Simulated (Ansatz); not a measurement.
Input of an Ansatz 0.2.0 run:

The input input:

```
crystal:
  lattice:
    - [3.560232814, 0.0, 0.0]
    - [-1.780116407, 3.0832520603, 0.0]
    - [0.0, 0.0, 17.52405782]
  atoms:
    - { symbol: Te, position: [0.3333333333, 0.6666666667, 0.10214455] }
    - { symbol: Te, position: [0.3333333333, 0.6666666667, 0.89785545] }
    - { symbol: Mo, position: [0.0, 0.0, 0.0] }
hamiltonian:
  xc: hse06
  pseudopotentials: { kind: paw }
kpoints:
  mp_grid: { grid: [6, 6, 2] }
scf:
  occupations: { method: fermi_dirac, width: 0.05 }
output:
  forces: true
  stress: true
  eigenvalues: true
relax:
  f_tol: 0.01
  max_steps: 40
  cell: { stress_tol: 0.05 }
```

Q: Predict the space group after relaxing (to 0.05 Å).

A: P-6m2 (No. 187).

Q: Predict the band gap on the k mesh.

A: 1.57 eV, direct.

Q: What does it give for the relaxed volume?

A: 62.35 Å³/atom.

Q: What does it give for the relaxed cell?

A: a = 3.512 Å, b = 3.512 Å, c = 17.515 Å, α = 90.00°, β = 90.00°, γ = 120.00°.

Step by step:
| step | energy change (eV) | largest force (eV/Å) | volume (Å³) |
| --- | --- | --- | --- |
| 1 | 0.0000 | 0.2919 | 192.36 |
| 2 | -0.0197 | 0.0876 | 188.14 |
| 3 | -0.0209 | 0.0001 | 187.04 |
| 4 | -0.0203 | 0.0000 | 187.04 |

Caveat: the plane-wave basis is chosen anew once the cell has moved, so the energies of steps on either side of that aren't comparable; spin-orbit coupling is left out, which moves the levels of the heavy elements; the PAW data sets come from PBE, with cores solved anew for the run's functional, which leaves a small shift of forces and pressure.
